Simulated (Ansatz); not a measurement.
# 1T-MnSeTe monolayer in a perpendicular field, part 3 of 3

Aim: how the 1T-MnSeTe monolayer screens a field along its normal, and what the field does to its bands. A positive field points along +c.

Ansatz 0.2.0; plane-wave DFT, LDA+U, Ansatz PAW.

So far. Step 7 (Single point, field 0.2 V/Å): The dipole is 0.0273 e·Å, 0.0671 e·Å from its value without field. Step 8 (Atoms held, field 0.3 V/Å): The dipole is 0.0610 e·Å, 0.101 e·Å from its value without field.

## (9) Response, atoms held

This step: plane-wave DFT, LDA+U, Ansatz PAW; response to a field along the normal, atoms held (Ansatz 0.2.0).

The dipoles give the slope, and the difference of two potentials shows where the field is screened.

Numbers from this step:

* equivalent conductor thickness p/(ε₀AE): 5.573 Å
* distance between the outer atoms: 3.029 Å

The dipole of the cell by applied field:

| applied field (V/Å) | dipole of the cell (e·Å) |
| --- | --- |
| -0.050 | -0.0566 |
| 0.000 | -0.0398 |
| 0.050 | -0.0230 |
| 0.100 | -0.00625 |
| 0.200 | 0.0273 |
| 0.300 | 0.0610 |

The total moment stays at 3.15 μB for applied field from -0.05 to 0.3 V/Å.

Local field over the applied field, running mean. From the potentials at -0.05 and 0.05 V/Å; running mean over 2.5 Å. The local field over applied field by z:

| z (Å) | local field over applied field |
| --- | --- |
| 4.09 | 0.999 |
| 4.53 | 0.997 |
| 4.97 | 0.991 |
| 5.40 | 0.978 |
| 5.84 | 0.950 |
| 6.28 | 0.893 |
| 6.72 | 0.795 |
| 7.16 | 0.658 |
| 7.59 | 0.506 |
| 8.03 | 0.353 |
| 8.47 | 0.213 |
| 8.91 | 0.106 |
| 9.35 | 0.0478 |
| 9.78 | 0.0238 |
| 10.22 | 0.0116 |
| 10.81 | 0.0153 |
| 11.24 | 0.0358 |
| 11.68 | 0.0767 |
| 12.12 | 0.159 |
| 12.56 | 0.285 |
| 13.00 | 0.437 |
| 13.44 | 0.593 |
| 13.87 | 0.741 |
| 14.31 | 0.860 |
| 14.75 | 0.934 |
| 15.19 | 0.972 |
| 15.63 | 0.989 |
| 16.06 | 0.996 |
| 16.50 | 0.998 |
| 16.94 | 0.999 |

Electrons, planar mean, per unit field. Induced electron density against z:

| z (Å) | induced electron density (e/Å³ per V/Å) |
| --- | --- |
| 4.09 | 5.6e-6 |
| 4.38 | 1.1e-5 |
| 4.82 | 2.8e-5 |
| 5.11 | 5.4e-5 |
| 5.55 | 1.4e-4 |
| 5.84 | 2.4e-4 |
| 6.13 | 4.3e-4 |
| 6.57 | 9.5e-4 |
| 6.86 | 0.00151 |
| 7.16 | 0.00223 |
| 7.59 | 0.00325 |
| 7.89 | 0.00327 |
| 8.32 | 0.00157 |
| 8.62 | 8.2e-4 |
| 8.91 | 6.8e-4 |
| 9.35 | 3.7e-4 |
| 9.64 | 3.2e-4 |
| 9.93 | -2.9e-4 |
| 10.37 | -3.7e-4 |
| 10.66 | 2.9e-4 |
| 11.10 | 3.7e-4 |
| 11.39 | -1.8e-4 |
| 11.68 | -6.4e-4 |
| 12.12 | -8.2e-4 |
| 12.41 | -0.00137 |
| 12.70 | -0.00260 |
| 13.14 | -0.00347 |
| 13.44 | -0.00287 |
| 13.87 | -0.00163 |
| 14.17 | -1.0e-3 |
| 14.46 | -5.8e-4 |
| 14.90 | -2.4e-4 |
| 15.19 | -1.3e-4 |
| 15.48 | -6.8e-5 |
| 15.92 | -2.5e-5 |
| 16.21 | -1.3e-5 |
| 16.65 | -4.7e-6 |
| 16.94 | -2.4e-6 |

By hand: between -0.05 and 0.05 V/Å the dipole changes by 0.03353 e·Å, a slope of 0.3353 e·Å²/V. A perfect conductor of thickness t has p = ε₀AEt, so t = 180.95 × 0.3353 / 10.891 = 5.57 Å (e/ε₀ = 180.95 V·Å, A in Å²).

The induced dipole is that of a conductor 5.57 Å thick.

## (10) A changed input

This step: plane-wave DFT, LDA+U, Ansatz PAW (Ansatz 0.2.0).

A run with a changed input: it repeats the earlier run at 0.05 V/Å with efield.amplitude from 0.05 to 0.2 and efield.dipole_correction from true to false.

File input.yaml:

```yaml
crystal:
  lattice:
    - [3.5461765836, 0.0, 0.0]
    - [-1.7730882918, 3.0710790077, 0.0]
    - [0.0, 0.0, 21.0287204268]
  atoms:
    - { symbol: Te, position: [0.6666666667, 0.3333333333, 0.4279860979], spin: -0.15 }
    - { symbol: Mn, position: [0.0, 0.0, 0.5085810175], spin: 3.26 }
    - { symbol: Se, position: [0.3333333333, 0.6666666667, 0.5720139021], spin: -0.1 }
magnetization:
  spin_polarized: true
kpoints:
  mp_grid: { grid: [18, 18, 1] }
  band_path:
    path: [[0, 0, 0], [0.5, 0, 0], [0.33333333, 0.33333333, 0], [0, 0, 0]]
    npoints: 16
hamiltonian:
  xc: lda
  hubbard: { sites: [{ species: Mn, l: d, u_eff: 2.0 }] }
scf:
  occupations: { method: fermi_dirac, width: 0.05 }
  convergence: { dr2_threshold: 1.0e-10 }
efield:
  axis: 3
  dipole_correction: false
  ramp_position: 0.97
  ramp_width: 0.06
  amplitude: 0.2
output:
  write_potential: true
  write_density: true
  volumetric_format: npy
```

Started as:

```
$ ansatz run input.yaml --threads 4 --pin off --max-ram 6144MiB --backend cpu --events-out ev --progress --plain --runs-dir out
```

Numbers of over 12 decimals in the logs are rounded to 6 here.

Output:

```text
[...]
Crystal: 3 atoms, lattice volume = 229.015 Å³
Basis set: ecut = 420 eV, 4445 PW (Γ)
Bands: 31, of which v1, the nominal top of the filled ones, is band 24 counted from 1 (23 counted from 0)
Symmetry: 6 space group operations
k-points: 37 of 324 (time reversal used)
[...]
Starting moments: Σ|m| = 3.51 μB on 3 of 3 sites
[...]
SCF iter   1: F=—  HF=-16051.038910 eV  |F-HF|=—  |Δ(HF+E_count)|=         —  Δρ=1.62e-2 (↑1.62e-2 ↓1.40e-2)  dr2=3.94e0  dr2_m=1.22e-1  M=2.907 μB ∫|m|=3.487 μB  β_m=1.00  ethr=3.10e-3  p=-0.000 e·Å  V_vac-E_F(+/−)=8.42/4.61 eV  ⟨swp⟩=11.3  Hψ=12854  notcnv=0
[...]
SCF iter  19: F=-16050.954495 eV  HF=-16050.954495 eV  |F-HF|=3.64e-11  |Δ(HF+E_count)|=  9.09e-12  Δρ=9.69e-8 (↑7.81e-8 ↓9.69e-8)  dr2=2.85e-11  dr2_m=1.29e-11  M=3.152 μB ∫|m|=3.918 μB  ethr=1.00e-12  p=0.037 e·Å  V_vac-E_F(+/−)=6.94/3.18 eV  ⟨swp⟩=8.4  Hψ=9805  notcnv=0
SCF 1 converged in 19 iterations: F = -16050.954495 eV  dr2 = 2.85e-11
[...]
SCF converged after 19 iterations
Magnetization: 3.1524 μB (25.0762 up, 21.9238 down)
Absolute magnetization: 3.9126 μB (∫|ρ↑−ρ↓|, with the PAW one-centre terms)
[...]
Per-site moments (μB) at R_I (Å): [(-0.141659, 1.096363), (3.271969, 1.007979), (-0.100097, 1.007979)]
Free energy (F): -16050.954495 eV
[...]
Internal energy: -16050.945956 eV  (E = F + TS)
E sigma→0 (E₀):  -16050.950225 eV
Entropy (-TS):   -0.008540 eV (-2.847 meV/atom)
Fermi energy:    -0.497338 eV
Dipole field:    D = 0.029402 V/Å  (p = 0.037211 e·Å, saw-weighted)
Work function:   not extracted (applied field tilts the vacuum); planar V_es + V_field profile in the machine report
[...]
--- Band table (eV; the first three rows and the last of 74) ---
  k-point 0 ↑: bands = [... 20 lower, -4.1308, -3.5624, -1.8137, 0.1878, 0.1878, 1.7252, 1.7252, 3.0033, ... 3 higher]
  k-point 1 ↑: bands = [... 20 lower, -4.1454, -3.5473, -1.7758, -0.0402, 0.1329, 1.4147, 1.6676, 3.0644, ... 3 higher]
  k-point 2 ↑: bands = [... 20 lower, -4.1857, -3.5231, -1.6852, -0.5833, -0.0301, 0.7207, 1.5253, 3.2282, ... 3 higher]
  k-point 36 ↓: bands = [... 20 lower, -2.7409, -2.6676, 0.8056, 0.9171, 0.9899, 1.4444, 1.9776, 4.4918, ... 3 higher]
Occupation matrices written to <dir>
```

Wall time 35 s (4 threads of Arm Neoverse V1, shared host); peak memory 0.98 GiB.

| quantity | this run | earlier run | difference |
| --- | --- | --- | --- |
| dipole along the normal (e·Å) | 0.03721 | -0.02303 | 0.060 |
| total moment (μB) | 3.152 | 3.153 | -3.5e-4 |

The applied field differs, and the slope found earlier predicts a dipole of 0.0273 e·Å; this run gives 0.0372 e·Å, 0.0099 e·Å more.

With the dipole correction off, the periodic images add a field of their own to the typed one.

These numbers are not those of the isolated slab.

## (11) A changed input: efield.ramp_width = 0.15

Another changed input: it repeats the earlier run at 0.05 V/Å with efield.ramp_width from 0.06 to 0.15.

input.yaml: that of step 10 with these lines changed.

```diff
@@ -24,6 +24,6 @@
   axis: 3
-  dipole_correction: false
+  dipole_correction: true
   ramp_position: 0.97
-  ramp_width: 0.06
-  amplitude: 0.2
+  ramp_width: 0.15
+  amplitude: 0.05
 output:
```

Output:

```text
[...]
Crystal: 3 atoms, lattice volume = 229.015 Å³
Basis set: ecut = 420 eV, 4445 PW (Γ)
Bands: 31, of which v1, the nominal top of the filled ones, is band 24 counted from 1 (23 counted from 0)
Symmetry: 6 space group operations
k-points: 37 of 324 (time reversal used)
[...]
Starting moments: Σ|m| = 3.51 μB on 3 of 3 sites
[...]
SCF iter   1: F=—  HF=-16051.160722 eV  |F-HF|=—  |Δ(HF+E_count)|=         —  Δρ=1.72e-2 (↑1.72e-2 ↓1.51e-2)  dr2=5.88e0  dr2_m=1.20e-1  M=2.877 μB ∫|m|=3.491 μB  β_m=0.30  ethr=3.10e-3  p=0.017 e·Å  D=1.32e-2 V/Å  ΔV_dip=-0.28 eV  dr2_dipole=4.08e-1  V_vac-E_F(+/−)=6.95/6.37 eV  ⟨swp⟩=11.5  Hψ=12923  notcnv=0
[...]
SCF iter  22: F=-16050.953772 eV  HF=-16050.953772 eV  |F-HF|=2.00e-11  |Δ(HF+E_count)|=   3.15e-8  Δρ=1.82e-8 (↑1.23e-8 ↓1.82e-8)  dr2=1.06e-12  dr2_m=1.09e-13  M=3.153 μB ∫|m|=3.920 μB  ethr=1.00e-12  p=-0.023 e·Å  D=-1.82e-2 V/Å  ΔV_dip=0.38 eV  dr2_dipole=9.34e-14  V_vac-E_F(+/−)=5.76/4.52 eV  ⟨swp⟩=2.6  Hψ=5734  notcnv=0
SCF 1 converged in 22 iterations: F = -16050.953772 eV  dr2 = 1.06e-12
[...]
SCF converged after 22 iterations
Magnetization: 3.1527 μB (25.0764 up, 21.9236 down)
Absolute magnetization: 3.9146 μB (∫|ρ↑−ρ↓|, with the PAW one-centre terms)
[...]
Per-site moments (μB) at R_I (Å): [(-0.143476, 1.096363), (3.272676, 1.007979), (-0.098544, 1.007979)]
Free energy (F): -16050.953772 eV
[...]
Internal energy: -16050.945272 eV  (E = F + TS)
E sigma→0 (E₀):  -16050.949522 eV
Entropy (-TS):   -0.008500 eV (-2.833 meV/atom)
Fermi energy:    -0.544121 eV
Dipole field:    D = -0.018200 V/Å  (p = -0.023034 e·Å, saw-weighted, corrected)
Work function:   not extracted (applied field tilts the vacuum); planar V_es + V_field profile in the machine report
[...]
--- Band table (eV; the first three rows and the last of 74) ---
  k-point 0 ↑: bands = [... 20 lower, -4.1767, -3.5941, -1.8730, 0.1373, 0.1373, 1.6848, 1.6848, 3.2939, ... 3 higher]
  k-point 1 ↑: bands = [... 20 lower, -4.1913, -3.5800, -1.8336, -0.0912, 0.0826, 1.3741, 1.6270, 3.3701, ... 3 higher]
  k-point 2 ↑: bands = [... 20 lower, -4.2316, -3.5587, -1.7383, -0.6353, -0.0800, 0.6790, 1.4842, 3.5564, ... 3 higher]
  k-point 36 ↓: bands = [... 20 lower, -2.7727, -2.7270, 0.7610, 0.8775, 0.9474, 1.3970, 1.9287, 4.4766, ... 3 higher]
Occupation matrices written to <dir>
```

It took 40 s on 4 threads; peak memory 0.98 GiB; 2.6 min of CPU time.

Numbers from this step:

```yaml
energy_at_zero_smearing: -16050.9495 eV
total_moment: 3.153 μB
site_moments: -0.1435, 3.273, -0.09854 μB
dipole_along_the_normal: -0.02303 e·Å
```

Deep bands are left out, so band numbers here count from the lowest band kept and differ from the log's. Electronic bands along the path, in eV, zero at the Fermi level; # counts the bands kept:

| point | up #8 | up #9 | up #10 | up #11 | down #5 | down #6 | down #7 | down #8 |
| --- | --- | --- | --- | --- | --- | --- | --- | --- |
| Γ | 0.68 | 0.68 | 2.23 | 2.23 | 0.65 | 0.65 | 0.96 | 0.96 |
| halfway | -1.17 | -0.30 | 0.05 | 1.64 | -1.26 | -0.66 | 0.70 | 1.55 |
| M | -2.13 | -1.42 | 0.73 | 1.37 | -2.24 | -1.23 | 0.44 | 1.46 |
| halfway | -2.28 | -1.82 | 0.14 | 0.78 | -2.26 | -2.12 | 0.97 | 1.47 |
| K | -2.35 | -2.25 | -0.21 | 0.64 | -2.23 | -2.18 | 1.31 | 1.42 |
| halfway | -1.75 | -0.72 | 0.30 | 0.78 | -1.57 | -1.22 | 1.00 | 1.42 |
| Γ | 0.68 | 0.68 | 2.23 | 2.23 | 0.65 | 0.65 | 0.96 | 0.96 |

| quantity | this run | earlier run | difference |
| --- | --- | --- | --- |
| dipole along the normal (e·Å) | -0.02303 | -0.02303 | -2.0e-6 |
| total moment (μB) | 3.153 | 3.153 | -1.6e-8 |

Nothing in the table moves by 0.01 in its unit (for the dipole 0.5 % and 5e-5 e·Å).

## (12) What came out

```json
{
  "gap without field": "none",
  "work function, upper face": "5.43 eV",
  "step between the vacuum levels": "0.661 eV",
  "equivalent conductor thickness, atoms held": "5.57 Å"
}
```

The induced dipole equals that of a perfect conductor 5.57 Å thick, while the outer atoms lie 3.03 Å apart. The two faces differ: the vacuum level above lies 0.66 eV higher than the one below. There is no gap over 0.03 eV, with or without the field. The magnetic order is the one reached from the typed start; other orders were not compared. Spin-orbit coupling is left out, which matters for the bands of elements this heavy.

[Logs are printed without paths, hosts, clocks, repeated set-up lines and the standing remarks that a program may print on its own settings, such as how far it seeks lower states.]

[Hosts, paths, dates, database ids (printed as entryN), source tags and the programs' standing remarks are cut or masked in the printed files.]

[Maps of the electrostatic potential energy from Ansatz leave out the sawtooth potential of an applied field or a dipole correction, so their vacuum need not be flat; planar profiles and work functions include it.]
